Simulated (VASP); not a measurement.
# Si (Fd-3m) in VASP: a series of runs, part 2 of 2

VASP 6.6.1.

## (3) Phonons, PBE

Input file POSCAR:

```
Si
1.0
    0.0000000000      2.7342968687      2.7342968687
    2.7342968687      0.0000000000      2.7342968687
    2.7342968687      2.7342968687      0.0000000000
  Si
     2
Direct
     0.7500000000000000    0.7500000000000000    0.7500000000000000
     0.5000000000000000    0.5000000000000000    0.5000000000000000
```

Input file INCAR.step1:

```
PREC = Accurate
ENCUT = 600
EDIFF = 1E-8
ISMEAR = 0
SIGMA = 0.03
LREAL = False
LASPH = True
NELM = 80
ALGO = Normal
ISIF = 3
LWAVE = False
LCHARG = False
GGA = PE
IBRION = 2
NSW = 40
EDIFFG = -0.002
```

Input file INCAR.step2:

```
PREC = Accurate
ENCUT = 600
EDIFF = 1E-8
ISMEAR = 0
SIGMA = 0.03
LREAL = False
LASPH = True
NELM = 80
ALGO = Normal
ISIF = 2
LWAVE = False
LCHARG = False
GGA = PE
IBRION = 6
NFREE = 2
POTIM = 0.015
NSW = 1
LEPSILON = True
```

Input file KPOINTS:

```
regular mesh
0
Monkhorst-Pack
  14 14 14
```

Potentials or basis: VASP PAW PBE potentials, release 64 (Si).

Launch:

```sh
$ cat potpaw_PBE.64/Si/POTCAR > POTCAR
$ cp INCAR.step1 INCAR
$ mpirun -np 1 vasp_std > vasp.out
$ cp CONTCAR POSCAR
$ cp INCAR.step2 INCAR
$ mpirun -np 1 vasp_std > vasp.out
```

OUTCAR:

```text
PREC = Accurate
   ENCUT = 600
   EDIFF = 1E-8
   ISMEAR = 0
   LREAL = False
   LASPH = True
   NELM = 80
   ISIF = 2
   GGA = PE
   IBRION = 6
   NFREE = 2
   POTIM = 0.015
   NSW = 1
   LEPSILON = True

 ion  position               nearest neighbor table
   1  0.750  0.750  0.750-   2 2.37   2 2.37   2 2.37   2 2.37
   2  0.500  0.500  0.500-   1 2.37   1 2.37   1 2.37   1 2.37

  LATTYP: Found a face centered cubic cell.
 ALAT       =     5.4685937374

  Lattice vectors:

 A1 = (   0.0000000000,   2.7342968687,   2.7342968687)
 A2 = (   2.7342968687,   0.0000000000,   2.7342968687)
 A3 = (   2.7342968687,   2.7342968687,   0.0000000000)

Analysis of symmetry for initial positions (statically):
=====================================================================
 Subroutine PRICEL returns:
 Original cell was already a primitive cell.

 Routine SETGRP: Setting up the symmetry group for a
 face centered cubic supercell.

 Subroutine GETGRP returns: Found 48 space group operations
 (whereof 24 operations were pure point group operations)
 out of a pool of 48 trial point group operations.

The static configuration has the point symmetry T_d .
 The point group associated with its full space group is O_h .

Analysis of symmetry for dynamics (positions and initial velocities):
[... 566 lines left out ...]
  -------------------------------------------------------------------------------------
  Total        0.0016568      0.0051360      0.0051360      0.0000000      0.1355546      0.0000000
  in kB        0.0649272      0.2012635      0.2012635      0.0000000      5.3119981      0.0000000
  external PRESSURE =       0.1558181 kB  Pullay stress =       0.0000000 kB
[... 17 lines left out ...]
  FREE ENERGIE OF THE ION-ELECTRON SYSTEM (eV)
  ---------------------------------------------------
  free  energy   TOTEN  =       -10.8485988426 eV

  energy  without entropy=      -10.8485988426  energy(sigma->0) =      -10.84859884

 INTERNAL STRAIN TENSORS FROM DISPLACED ATOMS
 ============================================

 INTERNAL STRAIN TENSOR FOR ION    1 for displacements in x,y,z  (eV/Angst):
          X           Y           Z          XY          YZ          ZX
  --------------------------------------------------------------------------------
  x    -0.00000    -0.00000    -0.00000    -0.00000    -9.03656     0.00000
  y    -0.00000    -0.00000    -0.00000    -0.00000    -0.00000    -9.03656
  z    -0.00000    -0.00000    -0.00000    -9.03656     0.00000    -0.00000

 INTERNAL STRAIN TENSOR FOR ION    2 for displacements in x,y,z  (eV/Angst):
          X           Y           Z          XY          YZ          ZX
  --------------------------------------------------------------------------------
  x     0.00000     0.00000     0.00000     0.00000     9.03656    -0.00000
  y     0.00000     0.00000     0.00000     0.00000     0.00000     9.03656
  z     0.00000     0.00000     0.00000     9.03656    -0.00000     0.00000

 Eigenvectors and eigenvalues of the dynamical matrix
 ----------------------------------------------------

   1 f  =   15.061510 THz    94.634256 2PiTHz  502.397883 cm-1    62.289371 meV
             X         Y         Z           dx          dy          dz
      4.101445  4.101445  4.101445     0.000000    0.000000    0.707107
      2.734297  2.734297  2.734297     0.000000   -0.000000   -0.707107
[... 16 lines left out ...]
   5 f  =    0.000000 THz     0.000000 2PiTHz    0.000002 cm-1     0.000000 meV
             X         Y         Z           dx          dy          dz
      4.101445  4.101445  4.101445    -0.315857   -0.363871   -0.517525
      2.734297  2.734297  2.734297    -0.315857   -0.363871   -0.517525

   6 f/i=    0.000000 THz     0.000001 2PiTHz    0.000004 cm-1     0.000000 meV
             X         Y         Z           dx          dy          dz
      4.101445  4.101445  4.101445     0.574797   -0.406696   -0.064864
      2.734297  2.734297  2.734297     0.574797   -0.406696   -0.064864

--------------------------------------------------------------------------------------------------------

 MACROSCOPIC STATIC DIELECTRIC TENSOR IONIC CONTRIBUTION
 ------------------------------------------------------
           0.000000     0.000000     0.000000
           0.000000     0.000000     0.000000
           0.000000     0.000000     0.000000
 ------------------------------------------------------

 ELASTIC MODULI CONTR FROM IONIC RELAXATION (kBar)
 Direction    XX          YY          ZZ          XY          YZ          ZX
 --------------------------------------------------------------------------------
 XX          -0.0000     -0.0000     -0.0000     -0.0000     -0.0000     -0.0000
 YY          -0.0000     -0.0000     -0.0000     -0.0000     -0.0000     -0.0000
 ZZ          -0.0000     -0.0000     -0.0000     -0.0000     -0.0000     -0.0000
 XY          -0.0000     -0.0000     -0.0000   -245.5103      0.0000     -0.0000
 YZ          -0.0000     -0.0000     -0.0000      0.0000   -245.5103      0.0000
 ZX          -0.0000     -0.0000     -0.0000     -0.0000      0.0000   -245.5103
 --------------------------------------------------------------------------------

 PIEZOELECTRIC TENSOR IONIC CONTR  for field in x, y, z        (C/m^2)
          XX          YY          ZZ          XY          YZ          ZX
  --------------------------------------------------------------------------------
  x     0.00000     0.00000     0.00000     0.00000     0.00000    -0.00000
  y     0.00000     0.00000     0.00000     0.00000     0.00000     0.00000
  z     0.00000     0.00000     0.00000     0.00000    -0.00000     0.00000
```

OUTCAR.step1:

```text
PREC = Accurate
   ENCUT = 600
   EDIFF = 1E-8
   ISMEAR = 0
   LREAL = False
   LASPH = True
   NELM = 80
   ISIF = 3
[... 490 lines left out ...]
      4.10145      4.10145      4.10145         0.000000     -0.000000      0.000000
      2.73430      2.73430      2.73430        -0.000000      0.000000     -0.000000
 -----------------------------------------------------------------------------------
    total drift:                               -0.000000     -0.000000     -0.000000

  FREE ENERGIE OF THE ION-ELECTRON SYSTEM (eV)
  ---------------------------------------------------
  free  energy   TOTEN  =       -10.8500652048 eV

  energy  without entropy=      -10.8500652048  energy(sigma->0) =      -10.85006520

 reached required accuracy - stopping structural energy minimisation
```

Run time: 18 min. Hardware: 1 thread of Intel Xeon Platinum 8488C (Sapphire Rapids), shared host; peak memory 0.89 GiB.

What came out:

```
Electronic dielectric tensor (diagonal) : 12.98
Born charges (mean of the diagonal)     : Si +0.00 e
Highest phonon frequency at Γ           : 502 cm⁻¹
```

Phonon frequencies in cm⁻¹ (negative: imaginary):
```tsv
q point	frequencies
(0.000, 0.000, 0.000)	0 0 0 502 502 502
```

Electronic dielectric tensor:
```
12.98  0.00  0.00
 0.00 12.98  0.00
 0.00  0.00 12.98
```

Born effective charge tensors (e):
atom 1, Si
```
0.00 0.00 0.00
0.00 0.00 0.00
0.00 0.00 0.00
```
atom 2, Si
```
0.00 0.00 0.00
0.00 0.00 0.00
0.00 0.00 0.00
```
